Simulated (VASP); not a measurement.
Write the native input for VASP 6.6.1 that does the following.

* Task: electric field gradients
* Functional: r2SCAN
* Potentials or basis: VASP PAW PBE potentials, release 64 (B)
* Cutoff: 520 eV
* k mesh: 7 × 7 × 7
* Occupations: fermi-dirac, width 0.05 eV
* Spin: no spin polarisation
* Dipole correction: no
* Further INCAR settings: LREAL = Auto; ALGO = Normal; EDIFF = 1e-08; NBANDS = 36

Crystal: B.

```
B
1.0
     2.79700    1.61485    4.02520
    -2.79700    1.61485    4.02520
     0.00000   -3.22970    4.02520
B
15
Cartesian
  0.0000 0.0000 6.0378
  1.4119 -0.8151 7.7128
  0.0000 1.6303 7.7128
  -1.4119 -0.8151 7.7128
  -1.4119 0.8151 4.3628
  1.4119 0.8151 4.3628
  0.0000 -1.6303 4.3628
  -0.9181 0.5301 1.3752
  0.0000 -1.0602 1.3752
  0.9181 0.5301 1.3752
  0.9181 -0.5301 10.7004
  -0.9181 -0.5301 10.7004
  0.0000 1.0602 10.7004
  0.0000 0.0000 7.6477
  0.0000 0.0000 4.4279
```

These files were run (other wordings do the same):

POSCAR

```
B
1.0
    2.7970008425      1.6148491893      4.0252000000
   -2.7970008425      1.6148491893      4.0252000000
    0.0000000000     -3.2296983787      4.0252000000
B
15
Direct
    0.5000000000      0.5000000000      0.5000000000
    0.8069714560      0.3021949276      0.8069714560
    0.8069714560      0.8069714560      0.3021949276
    0.3021949276      0.8069714560      0.8069714560
    0.1930285440      0.6978050724      0.1930285440
    0.6978050724      0.1930285440      0.1930285440
    0.1930285440      0.1930285440      0.6978050724
    0.0044595398      0.3327205114      0.0044595398
    0.0044595398      0.0044595398      0.3327205114
    0.3327205114      0.0044595398      0.0044595398
    0.9955404602      0.6672794886      0.9955404602
    0.6672794886      0.9955404602      0.9955404602
    0.9955404602      0.9955404602      0.6672794886
    0.6333190199      0.6333190199      0.6333190199
    0.3666809801      0.3666809801      0.3666809801
```

INCAR.step1

```
PREC = Accurate
ENCUT = 520
ISMEAR = -1
SIGMA = 0.05
LREAL = Auto
LASPH = T
NELM = 80
NBANDS = 36
GGA = PE
ALGO = Normal
EDIFF = 1E-4
LWAVE = T
LCHARG = F
```

INCAR.step2

```
PREC = Accurate
ENCUT = 520
EDIFF = 1E-8
ISMEAR = -1
SIGMA = 0.05
LREAL = Auto
LASPH = T
NELM = 80
ALGO = Normal
ISIF = 2
LWAVE = F
LCHARG = F
METAGGA = R2SCAN
LMIXTAU = T
LEFG = T
NBANDS = 36
ISTART = 1
```

KPOINTS

```
regular mesh
0
Gamma
  7 7 7
```

Potentials or basis: VASP PAW PBE potentials, release 64 (B).

Run with:

```bash
$ cat potpaw_PBE.64/B/POTCAR > POTCAR
$ cp INCAR.step1 INCAR
$ mpirun -np 1 vasp_std > vasp.out
$ cp INCAR.step2 INCAR
$ mpirun -np 1 vasp_std > vasp.out
```

It gave:

- Pressure: 16.5 GPa
- Largest force: 0.071 eV/Å
- Band gap on the k mesh: none (metal or under the smearing width)

Caveat: so large a pressure means that the cell lies far from this level's equilibrium, or that cutoff or potentials fall short; the potentials were made for another functional, which shifts forces and pressure.

It took 11 min on 1 thread of Intel(R) Xeon(R) Platinum 8488C (Sapphire Rapids), with other jobs on the host, peak memory 0.3 GiB.
